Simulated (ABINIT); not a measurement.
Here is an ABINIT 10.8.3 (patched build) calculation.

run.abi

```
# Pseudopotentials
pp_dirpath "./"
pseudos "Al.upf, N.upf"

# Structure
acell 3*1.0
rprim
     0.0000000000     4.1271496856     4.1271496856
     4.1271496856     0.0000000000     4.1271496856
     4.1271496856     4.1271496856     0.0000000000
ntypat 2
znucl 13 7
natom 2
typat 1 2
xred
     0.0000000000     0.0000000000     0.0000000000
     0.2500000000     0.2500000000     0.2500000000

# Plane-wave basis
ecut 979.609905 eV

# k points
kptopt 1
ngkpt 8 8 8
nshiftk 1
shiftk 0.0 0.0 0.0

# Exchange and correlation
ixc -116133

# Bands and occupations
nband 8
occopt 3
tsmear 0.05 eV

# SCF cycle
nstep 100
tolvrs 1.0e-10

# Output
iomode 3
prtwf 0
prtden 0
prteig 0
prtebands 0
enunit 2
```

Potentials or basis: PseudoDojo NC SR PBEsol v0.4.1 standard.

Run with:

```console
$ abinit run.abi > log 2>&1
```

Question: Estimate the band gap on the k mesh.

Answer: 3.19 eV, indirect (least direct gap 4.12 eV).

Question: Estimate the pressure.

Answer: 0.8 GPa.

A k mesh can miss the band edges. A hybrid or GW would open this gap; PBEsol tends to underestimate it.
